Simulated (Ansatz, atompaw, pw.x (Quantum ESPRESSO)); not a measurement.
**Equation-of-state test of one PAW (atompaw) potential (Te (Z = 52))**

tellurium, PAW, made with atompaw 4.2.0.5 (PBE, scalar-relativistic). Core [Kr] 4d10, reference 5s2 5p4. Waves: 5s (bound): rc 2.05 bohr; 5s channel at -0.65 Ry: rc 2.05 bohr; 5p (bound): rc 1.85 bohr; 5p channel at 0.5 Ry: rc 1.85 bohr. Local part: bessel scheme, radius 2.05 bohr. Core correction: smooth core density matched at 1.95 bohr. Augmentation charge: sinc compensation charge, radius 1.85 bohr; PAW radius 2.05 bohr; waves and projectors: custom polynom gramschmidtortho.

Crystal test: fcc Te in pw.x 7.5, no spin, 12³ k-points, Fermi–Dirac smearing 0.01 Ry, cutoffs 45/450 Ry. The reference is all-electron LAPW (Ansatz 0.2.0) with the same functional, mesh and smearing; V0 and B0 come from Birch–Murnaghan fits to the pressures at five volumes. Errors are pseudo minus all-electron; Δ is the rms difference of the E(V) curves that follow from these fits, minima aligned, over ±6 % about the mean V0. Mesh and smearing are coarse, so the numbers serve the comparison and aren't converged zero-temperature values; the lattice is a test structure that the element need not adopt.

```
V (Å³/atom)  P all-electron (GPa)  P pseudo (GPa)
     26.941                  3.24           -9.21
     27.650                  1.57           -9.73
     28.359                  0.13          -10.16
     29.068                 -1.12          -10.50
     29.777                 -2.19          -10.76
```

All-electron: a0 = 4.845 Å (V0 = 28.43 Å³/atom), B0 = 52.9 GPa.

Pseudopotential: mean pressure error (GPa): -10.40. The pressure does not cross zero within the volumes sampled, so no fit is given. This is a poor potential for the solid.

**Question.** At the middle volume, how do free energy and pressure move when the wave cutoff is lowered (ecutrho held at 450 Ry)?

**Answer.**

```json
{"cutoff (Ry)": "20", "shift of F (meV/atom)": "+48.5", "shift of P (GPa)": "-1.37"}
{"cutoff (Ry)": "27", "shift of F (meV/atom)": "+14.1", "shift of P (GPa)": "-0.05"}
{"cutoff (Ry)": "36", "shift of F (meV/atom)": "+4.7", "shift of P (GPa)": "-0.13"}
```

The run at the middle volume (72 k-points, 7 iterations) took about 6.8 s on one core of a shared host (Intel(R) Xeon(R) 6975P-C, 192 threads, 756 GiB, load 98).
